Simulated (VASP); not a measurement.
# CoO (R-3m) in VASP: equation of state, part 2 of 2

VASP 6.6.1. The steps go on from the part before.

## Step 3: Equation of state, PBE, collinear spin, ferromagnetic start, 9.20 Å³/atom (volume scaled by 0.96)

Input file INCAR:

```
SYSTEM = CoO
ALGO = Normal
EDIFF = 1E-7
ENCUT = 520
GGA = PE
ISIF = 2
ISMEAR = -1
ISPIN = 2
LASPH = .True.
LCHARG = .False.
LMAXMIX = 4
LORBIT = 11
LREAL = .False.
LWAVE = .False.
MAGMOM = 2 0
NBANDS = 18
NELM = 150
PREC = Accurate
SIGMA = 0.05
```

Input file KPOINTS:

```
k-points
0
Gamma
  11 11 11
  0 0 0
```

Input file POSCAR:

```
CoO
1.0
    1.4851228673      0.8574360872      2.4069508786
   -1.4851228673      0.8574360872      2.4069508786
    0.0000000000     -1.7148721745      2.4069508786
Co O
1 1
Direct
    0.0000000000      0.0000000000      0.0000000000
    0.5000000000      0.5000000000      0.5000000000
```

Potentials or basis: VASP PAW PBE potentials, release 64 (Co, O).

Started as:

```console
> cat potpaw_PBE.64/Co/POTCAR potpaw_PBE.64/O/POTCAR > POTCAR
> mpirun -np 1 vasp_std > vasp.out
```

OUTCAR:

```text
SYSTEM = CoO
   EDIFF = 1E-7
   ENCUT = 520
   GGA = PE
   ISIF = 2
   ISMEAR = -1
   ISPIN = 2
   LASPH = .True.
   LORBIT = 11
   LREAL = .False.
   NELM = 150
   PREC = Accurate

 ion  position               nearest neighbor table
   1  0.000  0.000  0.000-   2 2.10   2 2.10   2 2.10   2 2.10   2 2.10   2 2.10
   2  0.500  0.500  0.500-   1 2.10   1 2.10   1 2.10   1 2.10   1 2.10   1 2.10

  LATTYP: Found a trigonal (rhomboedric) cell.
 ALAT       =     2.9553678462
 COS(alpha) =     0.4949531367

  Lattice vectors:

 A1 = (   1.4851228673,   0.8574360872,   2.4069508786)
 A2 = (  -1.4851228673,   0.8574360872,   2.4069508786)
 A3 = (   0.0000000000,  -1.7148721745,   2.4069508786)

Analysis of symmetry for initial positions (statically):
=====================================================================
 Subroutine PRICEL returns:
 Original cell was already a primitive cell.

 Routine SETGRP: Setting up the symmetry group for a
 trigonal (rhombohedral) supercell.

 Subroutine GETGRP returns: Found 12 space group operations
[... 1896 lines left out ...]
     17      37.7553      0.00000
     18      38.8684      0.00000

 [... further k-points ...]

------------------------ aborting loop because EDIFF is reached ----------------------------------------

  FORCE on cell =-STRESS in cart. coord.  units (eV):
  Direction    XX          YY          ZZ          XY          YZ          ZX
  --------------------------------------------------------------------------------------
  -------------------------------------------------------------------------------------
  Total        0.7933041      0.7933041      0.7282603      0.0000000     -0.0000000     -0.0000000
  in kB       69.1142618     69.1142618     63.4475113      0.0000000     -0.0000000     -0.0000000
  external PRESSURE =      67.2253449 kB  Pullay stress =       0.0000000 kB

 VOLUME and BASIS-vectors are now :
 -----------------------------------------------------------------------------
  energy-cutoff  :      520.00
  volume of cell :       18.39
      direct lattice vectors                 reciprocal lattice vectors
     1.485122867  0.857436087  2.406950879     0.336672481  0.194377947  0.138487801
    -1.485122867  0.857436087  2.406950879    -0.336672481  0.194377947  0.138487801
     0.000000000 -1.714872174  2.406950879     0.000000000 -0.388755895  0.138487801

 POSITION                                       TOTAL-FORCE (eV/Angst)
 -----------------------------------------------------------------------------------
      0.00000      0.00000      0.00000         0.000000     -0.000000      0.000000
      0.00000     -0.00000      3.61043         0.000000      0.000000     -0.000000
 -----------------------------------------------------------------------------------
    total drift:                               -0.000000      0.000000     -0.000000

  FREE ENERGIE OF THE ION-ELECTRON SYSTEM (eV)
  ---------------------------------------------------
  free  energy   TOTEN  =       -13.0491364021 eV

  energy  without entropy=      -13.0144780324  energy(sigma->0) =      -13.03180722

 total charge

# of ion       s       p       d       tot
------------------------------------------
    1        0.307   0.389   7.189   7.886
    2        1.557   3.444   0.000   5.001
--------------------------------------------------
tot          1.865   3.834   7.189  12.887

 magnetization (x)

# of ion       s       p       d       tot
------------------------------------------
    1        0.021   0.019   2.416   2.456
    2        0.030   0.236   0.000   0.266
--------------------------------------------------
tot          0.051   0.255   2.416   2.722
```

OSZICAR:

```text
N       E                     dE             d eps       ncg     rms          rms(c)
DAV:   1     0.769121513363E+02    0.76912E+02   -0.66333E+03 11036   0.971E+02
DAV:   2    -0.106273416959E+02   -0.87539E+02   -0.75727E+02 11058   0.224E+02
DAV:   3    -0.153192635030E+02   -0.46919E+01   -0.45069E+01 12236   0.544E+01
DAV:   4    -0.153668146269E+02   -0.47551E-01   -0.47513E-01 12900   0.525E+00
DAV:   5    -0.153678399616E+02   -0.10253E-02   -0.10252E-02 13048   0.767E-01    0.167E+01
DAV:   6    -0.141680956161E+02    0.11997E+01   -0.14861E+01 13700   0.587E+01    0.185E+01
DAV:   7    -0.131324840748E+02    0.10356E+01   -0.56778E+00 13060   0.444E+01    0.792E+00
DAV:   8    -0.130598847666E+02    0.72599E-01   -0.32087E-01 15008   0.878E+00    0.425E+00
DAV:   9    -0.130545173072E+02    0.53675E-02   -0.13033E-01 15838   0.613E+00    0.203E+00
DAV:  10    -0.130509827391E+02    0.35346E-02   -0.33213E-02 15872   0.336E+00    0.733E-01
DAV:  11    -0.130492204950E+02    0.17622E-02   -0.17701E-02 14808   0.218E+00    0.252E-01
DAV:  12    -0.130491414052E+02    0.79090E-04   -0.17539E-03 14430   0.515E-01    0.502E-02
DAV:  13    -0.130491375639E+02    0.38413E-05   -0.10560E-04 12312   0.832E-02    0.350E-02
DAV:  14    -0.130491352393E+02    0.23247E-05   -0.52297E-06 13558   0.264E-02    0.111E-02
DAV:  15    -0.130491361323E+02   -0.89305E-06   -0.14687E-06 15400   0.217E-02    0.493E-03
DAV:  16    -0.130491364256E+02   -0.29329E-06   -0.90875E-07 14130   0.118E-02    0.342E-03
DAV:  17    -0.130491364021E+02    0.23515E-07   -0.22799E-07  9112   0.471E-03
   1 F= -.13049136E+02 E0= -.13031807E+02  d E =-.346584E-01  mag=     2.7673
```

stdout:

```text
POSCAR found type information on POSCAR CoO
 POSCAR found :  2 types and       2 ions
 scaLAPACK will be used
 LDA part: xc-table for (Slater+PW92), standard interpolation
 POSCAR, INCAR and KPOINTS ok, starting setup
 FFT: planning ... GRIDC
 FFT: planning ... GRID_SOFT
 FFT: planning ... GRID
 WAVECAR not read
 entering main loop
```

Run time: 78 s. Hardware: 1 thread of AMD EPYC 9R45 (Zen 5), shared host; peak memory 0.18 GiB.

Results:

```yaml
Free_energy: -13.0491 eV
Pressure: 6.7 GPa
Band_gap_on_the_k_mesh: none (metal or under the smearing width)
Net_moment: 2.77 μB per cell
Site_moments: Co +2.46; O +0.27 μB
Valence_electrons_inside_the_program's_atomic_spheres: Co 7.89; O 5.00
```

Caveat: a cell with one magnetic atom can't hold antiferromagnetic order, which such compounds often take; semilocal functionals often make such compounds metallic where correlation or magnetic order opens a gap, which also shifts bond lengths.

## Step 4: Equation of state, PBE, collinear spin, ferromagnetic start, 9.39 Å³/atom (volume scaled by 0.98)

Input file INCAR:

```
ALGO = Normal
EDIFF = 1E-7
ENCUT = 520
GGA = PE
ISIF = 2
ISMEAR = -1
ISPIN = 2
LASPH = T
LCHARG = F
LMAXMIX = 4
LORBIT = 11
LREAL = F
LWAVE = F
MAGMOM = 2 0
NBANDS = 18
NELM = 120
PREC = Accurate
SIGMA = 0.05
```

Input file KPOINTS:

```
k-points
0
Gamma
  11 11 11
```

Input file POSCAR:

```
CoO
1.0
    1.4953654176      0.8633496264      2.4235510644
   -1.4953654176      0.8633496264      2.4235510644
    0.0000000000     -1.7266992528      2.4235510644
Co O
1 1
Direct
    0.0000000000      0.0000000000      0.0000000000
    0.5000000000      0.5000000000      0.5000000000
```

Started as:

```console
> cat potpaw_PBE.64/Co/POTCAR potpaw_PBE.64/O/POTCAR > POTCAR
> mpirun -np 1 vasp_std > vasp.out
```

It took 68 s on 1 thread of AMD EPYC 9R45 (Zen 5), shared host; peak memory 0.18 GiB.

The run converged. Its results:

```
Free energy                                           : -13.0611 eV
Pressure                                              : 2.9 GPa
Band gap on the k mesh                                : none (metal or under the smearing width)
Net moment                                            : 2.83 μB per cell
Site moments                                          : Co +2.50; O +0.28 μB
Valence electrons inside the program's atomic spheres : Co 7.85; O 4.99
```

Caveat: a cell with one magnetic atom can't hold antiferromagnetic order, which such compounds often take; semilocal functionals often make such compounds metallic where correlation or magnetic order opens a gap, which also shifts bond lengths.

## Step 5: Equation of state, PBE, collinear spin, ferromagnetic start, 9.77 Å³/atom (volume scaled by 1.02)

Input file INCAR:

```
  PREC = Accurate
  ENCUT = 520
  EDIFF = 1E-7
  ISMEAR = -1
  SIGMA = 0.05
  LREAL = False
  LASPH = True
  NELM = 120
  ALGO = Normal
  ISIF = 2
  LWAVE = False
  LCHARG = False
  ISPIN = 2
  MAGMOM = 2 0
  LORBIT = 11
  LMAXMIX = 4
  GGA = PE
  NBANDS = 18
```

Input file KPOINTS:

```
Automatic mesh
0
Gamma
  11 11 11
```

Input file POSCAR:

```
CoO
1.0
    1.5154398320      0.8749395950      2.4560858334
   -1.5154398320      0.8749395950      2.4560858334
    0.0000000000     -1.7498791900      2.4560858334
Co O
1 1
Direct
    0.0000000000      0.0000000000      0.0000000000
    0.5000000000      0.5000000000      0.5000000000
```

Started as:

```console
> cat potpaw_PBE.64/Co/POTCAR potpaw_PBE.64/O/POTCAR > POTCAR
> mpirun -np 1 vasp_std > vasp.out
```

Wall time 70 s (1 thread of AMD EPYC 9R45 (Zen 5), shared host); peak memory 0.17 GiB.

It converged, with:

```
Free energy                                           : -13.0593 eV
Pressure                                              : -3.8 GPa
Band gap on the k mesh                                : none (metal or under the smearing width)
Net moment                                            : 2.92 μB per cell
Site moments                                          : Co +2.57; O +0.30 μB
Valence electrons inside the program's atomic spheres : Co 7.77; O 4.97
```

Caveat: a cell with one magnetic atom can't hold antiferromagnetic order, which such compounds often take; semilocal functionals often make such compounds metallic where correlation or magnetic order opens a gap, which also shifts bond lengths.

## Step 6: Equation of state, PBE, collinear spin, ferromagnetic start, 9.96 Å³/atom (volume scaled by 1.04)

Input file INCAR:

```
ALGO = Normal
EDIFF = 1E-7
ENCUT = 520
GGA = PE
ISIF = 2
ISMEAR = -1
ISPIN = 2
LASPH = True
LCHARG = False
LMAXMIX = 4
LORBIT = 11
LREAL = False
LWAVE = False
MAGMOM = 2 0
NBANDS = 18
NELM = 150
PREC = Accurate
SIGMA = 0.05
```

Input file KPOINTS:

```
k-points
0
Gamma
  11 11 11
```

Input file POSCAR:

```
CoO
1.0
    1.5252806262      0.8806211801      2.4720348897
   -1.5252806262      0.8806211801      2.4720348897
    0.0000000000     -1.7612423603      2.4720348897
Co O
1 1
Direct
    0.0000000000      0.0000000000      0.0000000000
    0.5000000000      0.5000000000      0.5000000000
```

Potentials or basis: VASP PAW PBE potentials, release 64 (Co, O).

Started as:

```console
> cat potpaw_PBE.64/Co/POTCAR potpaw_PBE.64/O/POTCAR > POTCAR
> mpirun -np 1 vasp_std > vasp.out
```

Run time: 73 s. Hardware: 1 thread of AMD EPYC 9R45 (Zen 5), shared host; peak memory 0.18 GiB.

The run converged. Its results:

- Free energy: -13.0471 eV
- Pressure: -6.7 GPa
- Band gap on the k mesh: none (metal or under the smearing width)
- Net moment: 2.95 μB per cell
- Site moments: Co +2.59; O +0.31 μB
- Valence electrons inside the program's atomic spheres: Co 7.74; O 4.96

Caveat: a cell with one magnetic atom can't hold antiferromagnetic order, which such compounds often take; semilocal functionals often make such compounds metallic where correlation or magnetic order opens a gap, which also shifts bond lengths.

## Step 7: Equation of state, PBE, collinear spin, ferromagnetic start, 10.15 Å³/atom (volume scaled by 1.06)

Input file INCAR:

```
  ALGO = Normal
  EDIFF = 1E-7
  ENCUT = 520
  GGA = PE
  ISIF = 2
  ISMEAR = -1
  ISPIN = 2
  LASPH = True
  LCHARG = False
  LMAXMIX = 4
  LORBIT = 11
  LREAL = False
  LWAVE = False
  MAGMOM = 2 0
  NBANDS = 18
  NELM = 150
  PREC = Accurate
  SIGMA = 0.05
```

KPOINTS is that of step 6.

Input file POSCAR:

```
CoO
1.0
    1.5349960513      0.8862303835      2.4877807593
   -1.5349960513      0.8862303835      2.4877807593
    0.0000000000     -1.7724607669      2.4877807593
Co O
1 1
Direct
    0.0000000000      0.0000000000      0.0000000000
    0.5000000000      0.5000000000      0.5000000000
```

Started as:

```console
> cat potpaw_PBE.64/Co/POTCAR potpaw_PBE.64/O/POTCAR > POTCAR
> mpirun -np 1 vasp_std > vasp.out
```

Wall time 70 s (1 thread of AMD EPYC 9R45 (Zen 5), shared host); peak memory 0.18 GiB.

The run converged. Its results:

* Free energy: -13.0281 eV
* Pressure: -9.4 GPa
* Band gap on the k mesh: none (metal or under the smearing width)
* Net moment: 2.98 μB per cell
* Site moments: Co +2.61; O +0.31 μB
* Valence electrons inside the program's atomic spheres: Co 7.71; O 4.96

Caveat: a cell with one magnetic atom can't hold antiferromagnetic order, which such compounds often take; semilocal functionals often make such compounds metallic where correlation or magnetic order opens a gap, which also shifts bond lengths.

## Step 8: Equation of state, PBE, collinear spin, ferromagnetic start

Potentials or basis: VASP PAW PBE potentials, release 64 (Co, O).

No new run: the results of the series are fitted here.

Results:

```yaml
Equilibrium_volume: 9.56 Å³/atom
Bulk_modulus_at_fixed_shape_and_positions: 168 GPa
Pressure_derivative_of_the_bulk_modulus: "2.9 (rough: it moves with the points fitted)"
```

Energy against volume, from the lowest point:
```csv
volume (Å³/atom),energy (meV/atom)
9.003,18.05
9.195,7.55
9.387,1.56
9.578,0.00
9.770,2.45
9.961,8.56
10.153,18.04
```

Caveat: the cell was scaled at fixed shape and fractional positions, which overstates the stiffness of a crystal with free parameters, most of all of layers and chains.
